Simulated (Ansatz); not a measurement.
# Mg3Sb2: pressure against volume

Mg3Sb2, P-3m1, a = 4.569 Å, c = 7.240 Å. The structure is a COD entry; whether it is the stable form wasn't checked. Ansatz: r2SCAN, PAW, 500 eV, Γ-centred 6×6×4 mesh on 5 atoms, Gaussian smearing 0.02 eV; no spin polarisation. Shape and atoms are relaxed at each volume; pressure is positive in compression.

```tsv
V (Å³/atom)	P (GPa)
24.611	3.23
25.396	?
26.182	0.00
26.967	-1.28
27.753	-2.37
```

Task: Take V0 = 26.182 Å³/atom, fit the third-order Birch–Murnaghan form to the other rows, and predict the missing pressure.

Result: With the Eulerian strain f = ½[(V0/V)^(2/3) − 1] and y = P/[3f(1 + 2f)^(5/2)], the form is the line y = B0 + 1.5 B0 (B0′ − 4) f. Rows (f, y): 0.02106, 46.1; -0.00975, 46.0; -0.01905, 45.7. Means f = -0.002580, y = 45.933; Σ(Δf)² = 0.0008815, ΣΔfΔy = 0.007305; the slope is their ratio. y = 45.95 + 8.287 f GPa, so B0 = 46.0 GPa and B0′ = 4 + 2 × (8.287)/(3 × 45.95) = 4.12. At V = 25.396, f = 0.01026, y = 46.04 and P = 1.49 GPa. The run gave 1.49 GPa, the same to the digits shown.